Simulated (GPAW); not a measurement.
The system is TiPt3.

```
CELL_PARAMETERS angstrom
3.89700 0.00000 0.00000
0.00000 3.89700 0.00000
0.00000 0.00000 3.89700
ATOMIC_POSITIONS crystal
Pt 0.50000 0.50000 0.00000
Pt 0.50000 0.00000 0.50000
Pt 0.00000 0.50000 0.50000
Ti 0.00000 0.00000 0.00000
```

```yaml
Program: GPAW 26.7.0
Task: relaxation of cell and atoms
Functional: PBEsol
Dispersion: D3
Potentials_or_basis: PAW data sets generated in the run's folder for this functional
Cutoff: 600 eV
Basis: pw
k_mesh: 7 × 7 × 7
Occupations: fermi-dirac, width 0.05 eV
Spin: no spin polarisation
```

At the start: pressure -7.4 GPa; volume 14.80 Å³/atom.

Problem. Where does the relaxation end?

Solution. Over 4 steps the energy falls by 9.0 meV/atom and the volume is 14.38 Å³/atom (-2.8 %); space group Pm-3m (No. 221, to 0.05 Å).

Step by step:
| step | energy change (eV) | largest force (eV/Å) | pressure (GPa) | volume (Å³) |
| --- | --- | --- | --- | --- |
| 1 | 0.0000 | 0.0000 | -7.39 | 59.18 |
| 2 | -0.0166 | 0.0000 | -5.58 | 58.75 |
| 3 | -0.0359 | 0.0000 | 0.26 | 57.48 |
| 4 | -0.0360 | 0.0000 | -0.01 | 57.53 |

Final structure:
```cif
data_structure
_symmetry_space_group_name_H-M 'P 1'
_symmetry_Int_Tables_number 1
_cell_length_a 3.8604
_cell_length_b 3.8604
_cell_length_c 3.8604
_cell_angle_alpha 90.000
_cell_angle_beta 90.000
_cell_angle_gamma 90.000
_cell_volume 57.53
loop_
_atom_site_label
_atom_site_type_symbol
_atom_site_fract_x
_atom_site_fract_y
_atom_site_fract_z
_atom_site_occupancy
Pt1 Pt 0.50000 0.50000 0.00000 1
Pt2 Pt 0.50000 0.00000 0.50000 1
Pt3 Pt 0.00000 0.50000 0.50000 1
Ti1 Ti 0.00000 0.00000 0.00000 1
```

Caveat: later steps reuse the first step's grids; pairwise dispersion overbinds metals, which lowers pressure and volume.
